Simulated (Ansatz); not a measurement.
# Pt: the cost of one run

Computed with Ansatz 0.2.0 (DFT PBE, scalar-relativistic, plane waves, PAW, unless a step's input says otherwise).

The COD entry's cell or inner coordinates are ideal or old and differ from later refinements, so a difference from it is no clean test against experiment.

### 1 Starting point

The structure is cubic, space group Fm-3m (No. 225). Conventional cell: a = 3.916 Å, b = 3.916 Å, c = 3.916 Å, α = 90.00°, β = 90.00°, γ = 90.00°. Pt (site symmetry m-3m) is surrounded by 12 Pt at 2.77 Å.

Structure file:

```xyz
8
Lattice="0.0000 3.9158 3.9158 3.9158 0.0000 3.9158 3.9158 3.9158 0.0000" Properties=species:S:1:pos:R:3 pbc="T T T"
Pt    0.0000    0.0000    0.0000
Pt    1.9579    1.9579    0.0000
Pt    1.9579    0.0000    1.9579
Pt    3.9158    1.9579    1.9579
Pt    0.0000    1.9579    1.9579
Pt    1.9579    3.9158    1.9579
Pt    1.9579    1.9579    3.9158
Pt    3.9158    3.9158    3.9158
```

The cell is taken as given, not relaxed at this level.

### 2 The reference cell

The cell is repeated 8 times, 8 atoms in all. The reference gives a free energy of -100184.0313 eV, pressure 11.55 GPa, largest force 0.000 eV/Å and gap on the mesh none (metal). It was computed beforehand with the settings of the runs below.

### 3 Setting up rattled cells

All atoms are moved at random with no net shift, in some cells together with a random strain.

### 4 rms move = 0.130 Å

Input file input.yaml:

```yaml
crystal:
  lattice:
    - [-0.0318814674, 3.900523718, 3.927615404]
    - [3.9079040638, 0.0078343326, 3.887899604]
    - [3.893799034, 3.8467028882, 0.0219393624]
  atoms:
    - { symbol: Pt, position: [0.0197116994, -0.0118284477, 0.0049895167] }
    - { symbol: Pt, position: [-0.0209703472, 0.0040096198, 0.4992178342] }
    - { symbol: Pt, position: [-0.0366251779, 0.5269859679, -0.0007149108] }
    - { symbol: Pt, position: [0.0051066028, 0.4955077848, 0.5119037671] }
    - { symbol: Pt, position: [0.5037726846, 0.0181952476, -0.0158671569] }
    - { symbol: Pt, position: [0.4832494927, -0.001169087, 0.511165377] }
    - { symbol: Pt, position: [0.5454871833, 0.4873313836, -0.0087327714] }
    - { symbol: Pt, position: [0.5002678621, 0.480967531, 0.4980383441] }
basis:
  ecutwfc: 420
kpoints:
  mp_grid: { grid: [10, 10, 10] }
hamiltonian:
  xc: pbe
scf:
  occupations: { method: gaussian, width: 0.15 }
output:
  forces: true
  stress: true
  eigenvalues: true
  write_density: true
  write_potential: true
  elf: true
  volumetric_format: npy
```

On the command line:

```bash
ansatz run input.yaml --threads 2 --pin off --max-ram 5120MiB --backend cpu --events-out ev --progress --plain --runs-dir out
```

Q: Estimate wall time and peak memory on 2 threads of Intel Xeon at 2.50GHz (Skylake/Cascade Lake), shared host.

About 7.7 min, with a peak of 3.1 GiB.
